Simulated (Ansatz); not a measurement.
**Moving the dispersion correction in SiO2**

The cell as given:

```yaml
crystal:
  lattice:
    - [4.23317, 0.00000, 0.00000]
    - [0.00000, 4.23317, 0.00000]
    - [0.00000, 0.00000, 2.69349]
  atoms:
    - { symbol: Si, position: [0.00000, 0.00000, 0.00000] }
    - { symbol: Si, position: [0.50000, 0.50000, 0.50000] }
    - { symbol: O, position: [0.80684, 0.19316, 0.50000] }
    - { symbol: O, position: [0.30684, 0.30684, 0.00000] }
    - { symbol: O, position: [0.19316, 0.80684, 0.50000] }
    - { symbol: O, position: [0.69316, 0.69316, 0.00000] }
```

The cell comes from a database or a generator and needn't be the stable form of this composition.

Kept alike: task relaxation of cell and atoms; functional PBEsol; k mesh 6 × 6 × 10; occupations fermi-dirac, width 0.05 eV; no spin polarisation. Program: Ansatz, Ansatz PAW, cutoff 420 eV. The mesh is that of the run's cell of 6 atoms. No spin-orbit coupling.

| dispersion correction | band gap (eV) | volume (Å³/atom) | first edge of the run's cell (Å) | third edge of the run's cell (Å) |
| --- | --- | --- | --- | --- |
| D3(BJ) | 5.553 | 7.754 | 4.173 | 2.671 |
| D3(BJ)-ATM | 5.513 | 7.774 | 4.178 | 2.673 |
| D4 | 5.505 | 7.778 | 4.178 | 2.673 |
| none | 5.354 | 7.855 | 4.195 | 2.678 |

Gaps hold for each row's own relaxed cell. The relaxations keep at least the cell's symmetry (P4_2/mnm). Relaxations stop with a little pressure left, so the last digits of a volume or edge aren't settled. Ansatz's relaxations hold a Pulay term in the stress (up to 1.1 GPa here). A gap read on the mesh alone can miss an edge between its points. All rows use potentials made for PBE.

What does the dispersion correction change here?

The band gap runs from 5.354 (none) to 5.553 eV (D3(BJ)). The volume runs from 7.754 (D3(BJ)) to 7.855 Å³/atom (none). Against no correction: D3(BJ) -1.3 %; D3(BJ)-ATM -1.0 %; D4 -1.0 %. Dispersion terms mostly attract and so lower the volume; the schemes' coefficients and damping set how far. The first edge of the run's cell runs from 4.173 (D3(BJ)) to 4.195 Å (none). The third edge of the run's cell runs from 2.671 (D3(BJ)) to 2.678 Å (none).
